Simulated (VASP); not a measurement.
# CdS (F-43m) in VASP: band structure with PBE

Aim: the band structure of CdS with PBE.

Program: VASP 6.6.1. These are calculated values, not measurements. Logs are shortened: lines on timing, memory, paths and dates and some standing lists are left out, and cuts for length are marked.

## (1) The crystal as given

The structure is cubic, space group F-43m (No. 216). The conventional cell has a = 5.938 Å, b = 5.938 Å, c = 5.938 Å, α = 90.00°, β = 90.00°, γ = 90.00°. Cd (site symmetry -43m) has 4 S at 2.57 Å as nearest neighbours. S (site symmetry -43m) is surrounded by 4 Cd at 2.57 Å.

## (2) Band structure, PBE

Contents of INCAR:

```
SYSTEM = CdS
PREC = Accurate
ENCUT = 520
EDIFF = 1E-7
ISMEAR = 0
SIGMA = 0.02
LREAL = .FALSE.
LASPH = .TRUE.
NELM = 100
ALGO = Fast
ISIF = 2
LWAVE = .FALSE.
LCHARG = .FALSE.
GGA = PE
AMIX = 0.2
```

Contents of KPOINTS:

```
regular mesh
0
G
  10 10 10
  0 0 0
```

Contents of POSCAR:

```
CdS                                     
1.0
    0.0000000000      2.9687640583      2.9687640583
    2.9687640583     -0.0000000000      2.9687640583
    2.9687640583      2.9687640583     -0.0000000000
  Cd              S             
     1     1
Direct
     0.0000000000000000    0.0000000000000000    0.0000000000000000
     0.2500000000000000    0.2500000000000000    0.2500000000000000
```

Contents of KPOINTS_OPT:

```
path GXWKGLUWLK,UX
10
line-mode
reciprocal
 0.0000000000  0.0000000000  0.0000000000  G
 0.5000000000  0.0000000000  0.5000000000  X

 0.5000000000  0.0000000000  0.5000000000  X
 0.5000000000  0.2500000000  0.7500000000  W

 0.5000000000  0.2500000000  0.7500000000  W
 0.3750000000  0.3750000000  0.7500000000  K

 0.3750000000  0.3750000000  0.7500000000  K
 0.0000000000  0.0000000000  0.0000000000  G

 0.0000000000  0.0000000000  0.0000000000  G
 0.5000000000  0.5000000000  0.5000000000  L

 0.5000000000  0.5000000000  0.5000000000  L
 0.6250000000  0.2500000000  0.6250000000  U

 0.6250000000  0.2500000000  0.6250000000  U
 0.5000000000  0.2500000000  0.7500000000  W

 0.5000000000  0.2500000000  0.7500000000  W
 0.5000000000  0.5000000000  0.5000000000  L

 0.5000000000  0.5000000000  0.5000000000  L
 0.3750000000  0.3750000000  0.7500000000  K

 0.6250000000  0.2500000000  0.6250000000  U
 0.5000000000  0.0000000000  0.5000000000  X
```

Potentials or basis: VASP PAW PBE potentials, release 64 (Cd, S).

The run is started by

```
> cat potpaw_PBE.64/Cd/POTCAR potpaw_PBE.64/S/POTCAR > POTCAR
> mpirun -np 1 vasp_std > vasp.out
```

OUTCAR:

```text
SYSTEM = CdS
   PREC = Accurate
   ENCUT = 520
   EDIFF = 1E-7
   ISMEAR = 0
   LREAL = .FALSE.
   LASPH = .TRUE.
   NELM = 100
   ISIF = 2
   GGA = PE
   AMIX = 0.2

 ion  position               nearest neighbor table
   1  0.000  0.000  0.000-   2 2.57   2 2.57   2 2.57   2 2.57
   2  0.250  0.250  0.250-   1 2.57   1 2.57   1 2.57   1 2.57

  LATTYP: Found a face centered cubic cell.
 ALAT       =     5.9375281166

  Lattice vectors:

 A1 = (   0.0000000000,   2.9687640583,   2.9687640583)
 A2 = (   2.9687640583,   0.0000000000,   2.9687640583)
 A3 = (   2.9687640583,   2.9687640583,   0.0000000000)

Analysis of symmetry for initial positions (statically):
=====================================================================
 Subroutine PRICEL returns:
 Original cell was already a primitive cell.

 Routine SETGRP: Setting up the symmetry group for a
 face centered cubic supercell.

 Subroutine GETGRP returns: Found 24 space group operations
 (whereof 24 operations were pure point group operations)
 out of a pool of 48 trial point group operations.

The static configuration has the point symmetry T_d .

Analysis of symmetry for dynamics (positions and initial velocities):
=====================================================================
 Subroutine PRICEL returns:
 Original cell was already a primitive cell.

 Routine SETGRP: Setting up the symmetry group for a
 face centered cubic supercell.

 Subroutine GETGRP returns: Found 24 space group operations
 (whereof 24 operations were pure point group operations)
 out of a pool of 48 trial point group operations.

The dynamic configuration has the point symmetry T_d .

 Subroutine INISYM returns: Found 24 space group operations
 (whereof 24 operations are pure point group operations),
 and found     1 'primitive' translations

----------------------------------------------------------------------------------------

                                     Primitive cell

  volume of cell :      52.3308

  direct lattice vectors                    reciprocal lattice vectors
     0.000000000  2.968764058  2.968764058    -0.168420255  0.168420255  0.168420255
     2.968764058  0.000000000  2.968764058     0.168420255 -0.168420255  0.168420255
     2.968764058  2.968764058  0.000000000     0.168420255  0.168420255 -0.168420255

  length of vectors
     4.198466395  4.198466395  4.198466395     0.291712439  0.291712439  0.291712439

  position of ions in fractional coordinates (direct lattice)
     0.000000000  0.000000000  0.000000000
     0.250000000  0.250000000  0.250000000

[... 89 lines left out ...]
   EMIN   =  10.00;   EMAX   =-10.00  energy-range for DOS
   EFERMI =   0.00;   METHOD = LEGACY
   ISMEAR =     0;   SIGMA  =   0.02  broadening in eV -4-tet -1-fermi 0-gaus
   EFERMI_NEDOS =   21; number of points for ismear=-14 and -15
   IALGO  =     68    algorithm
   IMIX   =      4    mixing-type and parameters
     AMIX     =   0.20;   BMIX     =  1.00
     AMIX_MAG =   0.80;   BMIX_MAG =  1.00
  volume/ion in A,a.u.               =      26.17       176.57
  Fermi-wavevector in a.u.,A,eV,Ry     =   1.147044  2.167598 17.901313  1.315709
  Thomas-Fermi vector in A             =   2.283725
   LORBIT       =      0    0 simple, 1 ext, 2 COOP (PROOUT), +10 PAW based schemes
   GGA     = PE    functional components
   LHFCALC =     F    Hartree Fock is set to
   AEXX    =    0.0000 exact exchange contribution
   IVDW    =     0    specifies the selected vdW correction
   LEPSILON=     F    determine dielectric tensor
   LRPA    =     F    only Hartree local field effects (RPA)
 non-spin polarized calculation
 RMM-DIIS sequential band-by-band and
 Gauss-broadening in eV      SIGMA  =   0.02
  energy-cutoff  :      520.00
  volume of cell :       52.33
 maximum number of plane-waves:      1423
   NGX = 15   NGY = 15   NGZ = 15

 number of electron      18.0000000 magnetization

 Free energy of the ion-electron system (eV)
  ---------------------------------------------------
  ext. energy  EPLUGINS =         0.00000000
  ---------------------------------------------------
  free energy    TOTEN  =        -6.14773687 eV

  energy without entropy =       -6.14773687  energy(sigma->0) =       -6.14773687

 E-fermi :   0.9879     XC(G=0):  -8.9026

 val. band max:        0.8727230420   @ k =   0.0000   0.0000   0.0000
 cond. band min:       1.9041092728   @ k =   0.0000   0.0000   0.0000
 fundamental gap:      1.0313862308
 Fermi energy:         0.9879129141

 k-point     1 :       0.0000    0.0000    0.0000
  band No.  band energies     occupation
      1     -11.1848      2.00000
      2      -6.6784      2.00000
      3      -6.6784      2.00000
      4      -6.6784      2.00000
      5      -6.2679      2.00000
      6      -6.2679      2.00000
      7       0.8727      2.00000
      8       0.8727      2.00000
      9       0.8727      2.00000
     10       1.9041      0.00000
     11       7.4236      0.00000
     12       7.4236      0.00000
     13       7.4236      0.00000
[... 354 lines left out ...]
  band No.  band energies     occupation
      1     -10.7856      2.00000
      2      -6.4944      2.00000
      3      -6.4565      2.00000
      4      -6.4169      2.00000
      5      -6.2115      2.00000
      6      -6.0868      2.00000
      7      -2.2899      2.00000
      8      -0.6168      2.00000
      9      -0.4763      2.00000
     10       4.8616      0.00000
     11       5.4154      0.00000
     12       8.8006      0.00000
     13       9.8141      0.00000

 [... further k-points ...]

------------------------ aborting loop because EDIFF is reached ----------------------------------------

  FORCE on cell =-STRESS in cart. coord.  units (eV):
  Direction    XX          YY          ZZ          XY          YZ          ZX
  --------------------------------------------------------------------------------------
  -------------------------------------------------------------------------------------
  Total        0.0018142      0.0018142      0.0018142      0.0000000     -0.0000000      0.0000000
  in kB        0.0555457      0.0555457      0.0555457      0.0000000     -0.0000000      0.0000000
  external PRESSURE =       0.0555457 kB  Pullay stress =       0.0000000 kB

 VOLUME and BASIS-vectors are now :
 -----------------------------------------------------------------------------
  energy-cutoff  :      520.00
  volume of cell :       52.33
      direct lattice vectors                 reciprocal lattice vectors
     0.000000000  2.968764058  2.968764058    -0.168420255  0.168420255  0.168420255
     2.968764058  0.000000000  2.968764058     0.168420255 -0.168420255  0.168420255
     2.968764058  2.968764058  0.000000000     0.168420255  0.168420255 -0.168420255

 POSITION                                       TOTAL-FORCE (eV/Angst)
 -----------------------------------------------------------------------------------
      0.00000      0.00000      0.00000         0.000000      0.000000      0.000000
      1.48438      1.48438      1.48438        -0.000000     -0.000000     -0.000000
 -----------------------------------------------------------------------------------
    total drift:                               -0.000000     -0.000000     -0.000000

  FREE ENERGIE OF THE ION-ELECTRON SYSTEM (eV)
  ---------------------------------------------------
  free  energy   TOTEN  =        -6.1477368715 eV

  energy  without entropy=       -6.1477368715  energy(sigma->0) =       -6.14773687
```

OSZICAR:

```text
N       E                     dE             d eps       ncg     rms          rms(c)
DAV:   1     0.109454734276E+03    0.10945E+03   -0.91280E+03  1254   0.125E+03
DAV:   2    -0.174624310780E+01   -0.11120E+03   -0.10619E+03  1382   0.296E+02
DAV:   3    -0.666454611913E+01   -0.49183E+01   -0.49035E+01  1492   0.637E+01
[... 34 lines left out ...]
DAV:   9    -0.434404905389E+04   -0.30142E-07      821
       N       E                     dE             ncg
DAV:   1     0.247666751181E+05   -0.36231E+04      156
DAV:   2     0.241223739617E+05   -0.64430E+03      186
DAV:   3     0.240970796384E+05   -0.25294E+02      181
DAV:   4     0.240968839696E+05   -0.19567E+00      211
DAV:   5     0.240968812763E+05   -0.26933E-02      191
DAV:   6     0.240968812211E+05   -0.55242E-04      206
DAV:   7     0.240968812198E+05   -0.13027E-05      206
DAV:   8     0.240968812198E+05   -0.27554E-07      168
```

stdout:

```text
POSCAR found type information on POSCAR CdS
 POSCAR found :  2 types and       2 ions
 scaLAPACK will be used
 LDA part: xc-table for (Slater+PW92), standard interpolation
 POSCAR, INCAR and KPOINTS ok, starting setup
 FFT: planning ... GRIDC
 FFT: planning ... GRID_SOFT
 FFT: planning ... GRID
 WAVECAR not read
 entering main loop
 Start KPOINTS_OPT (optional k-point list driver)
k-point batch [1-47\100]
k-point batch [48-94\100]
k-point batch [95-100\100]
```

It took 43 s on 1 thread of Intel Xeon Platinum 8488C (Sapphire Rapids), shared host; peak memory 0.21 GiB.

Results:

| Item | Value |
| --- | --- |
| Free energy | -6.1477 eV |
| Pressure | 0.0 GPa |
| Band gap on the k mesh | 1.03 eV, direct |
| Band gap along the path | 1.03 eV, direct |

Levels at the corners of the path, in eV from the valence-band top:
```tsv
point	band 6	band 7	band 8	band 9	band 10	band 11	band 12	band 13
Γ	-7.14	0.00	0.00	0.00	1.03	6.55	6.55	6.55
X	-6.75	-3.72	-1.70	-1.70	3.64	4.27	9.01	10.46
X	-6.75	-3.72	-1.70	-1.70	3.64	4.27	9.01	10.46
W	-6.59	-3.65	-2.04	-2.01	5.20	5.45	7.13	8.07
W	-6.59	-3.65	-2.04	-2.01	5.20	5.45	7.13	8.07
K	-6.64	-3.68	-2.31	-1.38	4.23	5.33	8.39	8.94
K	-6.64	-3.68	-2.31	-1.38	4.23	5.33	8.39	8.94
Γ	-7.14	0.00	0.00	0.00	1.03	6.55	6.55	6.55
Γ	-7.14	0.00	0.00	0.00	1.03	6.55	6.55	6.55
L	-6.81	-4.09	-0.68	-0.68	2.93	7.00	7.00	7.31
L	-6.81	-4.09	-0.68	-0.68	2.93	7.00	7.00	7.31
U	-6.64	-3.68	-2.31	-1.38	4.23	5.33	8.39	8.94
U	-6.64	-3.68	-2.31	-1.38	4.23	5.33	8.39	8.94
W	-6.59	-3.65	-2.04	-2.01	5.20	5.45	7.13	8.07
W	-6.59	-3.65	-2.04	-2.01	5.20	5.45	7.13	8.07
L	-6.81	-4.09	-0.68	-0.68	2.93	7.00	7.00	7.31
L	-6.81	-4.09	-0.68	-0.68	2.93	7.00	7.00	7.31
K	-6.64	-3.68	-2.31	-1.38	4.23	5.33	8.39	8.94
U	-6.64	-3.68	-2.31	-1.38	4.23	5.33	8.39	8.94
X	-6.75	-3.72	-1.70	-1.70	3.64	4.27	9.01	10.46
```
